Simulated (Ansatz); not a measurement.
**Molecular dynamics of Al₂O₃**

Input:

```yaml
crystal:
  lattice:
    - [-2.488517, -1.436746, 9.059221]
    - [2.488517, -1.436746, 9.059221]
    - [0.0, 2.873492, 9.059221]
  atoms:
    - { symbol: Al, position: [0.3225, 0.3225, 0.3225] }
    - { symbol: Al, position: [0.4275, 0.4275, 0.4275] }
    - { symbol: Al, position: [0.1775, 0.1775, 0.1775] }
    - { symbol: Al, position: [0.0725, 0.0725, 0.0725] }
    - { symbol: O, position: [0.875, 0.572, 0.178] }
    - { symbol: O, position: [0.572, 0.178, 0.875] }
    - { symbol: O, position: [0.178, 0.875, 0.572] }
    - { symbol: O, position: [0.625, 0.928, 0.322] }
    - { symbol: O, position: [0.928, 0.322, 0.625] }
    - { symbol: O, position: [0.322, 0.625, 0.928] }
    - { symbol: Al, position: [0.8225, 0.8225, 0.8225] }
    - { symbol: Al, position: [0.9275, 0.9275, 0.9275] }
    - { symbol: Al, position: [0.6775, 0.6775, 0.6775] }
    - { symbol: Al, position: [0.5725, 0.5725, 0.5725] }
    - { symbol: O, position: [0.375, 0.072, 0.678] }
    - { symbol: O, position: [0.072, 0.678, 0.375] }
    - { symbol: O, position: [0.678, 0.375, 0.072] }
    - { symbol: O, position: [0.125, 0.428, 0.822] }
    - { symbol: O, position: [0.428, 0.822, 0.125] }
    - { symbol: O, position: [0.822, 0.125, 0.428] }
basis:
  ecutwfc: 420.0
kpoints:
  mp_grid: { grid: [3, 3, 3] }
hamiltonian:
  xc: pbe
  pseudopotentials: { kind: paw, azcp: { folder: soft_1 } }
scf:
  occupations: { method: fermi_dirac, width: 0.36 }
  lower_state_search: "off"
md:
  timestep: 0.75
  n_steps: 230
  ensemble: nvt_langevin
  temperature: 4200.0
  initial_velocities: maxwell_boltzmann
  seed: 258203
  friction: 0.02
```

Run as:

```bash
$ ansatz run input.yaml --threads 2 --pin off --max-ram 5120MiB --backend cpu --events-out ev --progress --plain --runs-dir out
```

It starts from an unrelaxed structure (largest force component 0.39 eV/Å).

Output, in part (step lines):

```
md step     0: t =     0.00 fs  T =  3990.0 K  F+E_penalty+E_count = -11137.96927093 eV  E_kin = 10.314948 eV  (8 SCF iters)
md step     1: t =     0.75 fs  T =  4000.1 K  F+E_penalty+E_count = -11137.91667675 eV  E_kin = 10.341170 eV  (7 SCF iters)
md step     2: t =     1.50 fs  T =  4070.3 K  F+E_penalty+E_count = -11137.78440219 eV  E_kin = 10.522586 eV  (7 SCF iters)
md step     3: t =     2.25 fs  T =  3975.5 K  F+E_penalty+E_count = -11137.56592362 eV  E_kin = 10.277388 eV  (7 SCF iters)
md step     4: t =     3.00 fs  T =  3968.6 K  F+E_penalty+E_count = -11137.25884625 eV  E_kin = 10.259506 eV  (7 SCF iters)
md step     5: t =     3.75 fs  T =  3923.4 K  F+E_penalty+E_count = -11136.86135676 eV  E_kin = 10.142646 eV  (5 SCF iters)
md step     6: t =     4.50 fs  T =  4016.1 K  F+E_penalty+E_count = -11136.36852498 eV  E_kin = 10.382459 eV  (6 SCF iters)
md step     7: t =     5.25 fs  T =  4008.4 K  F+E_penalty+E_count = -11135.78886801 eV  E_kin = 10.362472 eV  (5 SCF iters)
[... lines left out ...]
md step   229: t =   171.75 fs  T =  4842.2 K  F+E_penalty+E_count = -11126.51778241 eV  E_kin = 12.518027 eV  (5 SCF iters)
md step   230: t =   172.50 fs  T =  4602.5 K  F+E_penalty+E_count = -11126.18507490 eV  E_kin = 11.898309 eV  (7 SCF iters)
```

The steps, from the saved trajectory:

| time (fs) | T (K) | potential energy less start (eV) |
| --- | --- | --- |
| 0 | 3990 | 0.000 |
| 5.25 | 4008 | 2.180 |
| 10.5 | 3041 | 7.217 |
| 15.75 | 2435 | 9.689 |
| 21 | 2638 | 9.684 |
| 26.25 | 3685 | 9.066 |
| 31.5 | 4472 | 8.171 |
| 36.75 | 5330 | 8.815 |
| 42 | 5002 | 9.718 |
| 47.25 | 3778 | 12.287 |
| 52.5 | 3053 | 14.697 |
| 57.75 | 4949 | 12.334 |
| 63 | 5677 | 8.541 |
| 68.25 | 5769 | 8.504 |
| 73.5 | 6130 | 7.702 |
| 78.75 | 4878 | 8.748 |
| 84 | 3566 | 10.766 |
| 89.25 | 3340 | 10.917 |
| 94.5 | 3683 | 9.267 |
| 99.75 | 3052 | 9.199 |
| 105 | 3388 | 9.136 |
| 110.25 | 3860 | 8.827 |
| 115.5 | 3952 | 9.165 |
| 120.75 | 3123 | 9.236 |
| 126 | 3630 | 10.158 |
| 131.25 | 3894 | 10.375 |
| 136.5 | 4447 | 10.312 |
| 141.75 | 4024 | 11.479 |
| 147 | 3963 | 12.869 |
| 152.25 | 3160 | 14.576 |
| 157.5 | 4096 | 12.920 |
| 162.75 | 6312 | 9.477 |
| 168 | 5806 | 9.710 |

The run went to its last step. A run of 0.17 ps of so small a system gives no equilibrium averages. Limits of this set-up: coarse k mesh.

Mean squared displacements from the first frame to the last, about the centre of mass: Al 0.27 Å², O 0.26 Å².

Last frame:

```xyz
20
Lattice="-2.4885 -1.4367 9.0592 2.4885 -1.4367 9.0592 0.0000 2.8735 9.0592" Properties=species:S:1:pos:R:3
Al 0.916 0.150 8.964
Al 0.722 -0.295 12.659
Al 0.529 -0.510 5.057
Al 0.523 -0.023 1.983
O -0.379 -1.928 14.399
O -0.327 0.911 14.280
O 2.339 -0.154 14.791
O 1.976 -1.526 16.691
O -0.953 -0.037 16.688
O 1.386 1.415 16.884
Al 0.468 -0.535 22.424
Al 0.570 -0.092 25.279
Al 0.445 -0.014 18.913
Al 0.945 0.072 16.064
O 0.288 1.371 9.790
O 2.537 -0.289 9.928
O 0.122 -1.167 10.154
O 1.763 0.917 11.921
O 1.491 -1.839 12.325
O -1.092 -0.742 12.376
```

Time of the run: 21 min on 2 threads of Arm Neoverse V2, with other jobs on the host, peak memory 0.8 GiB.
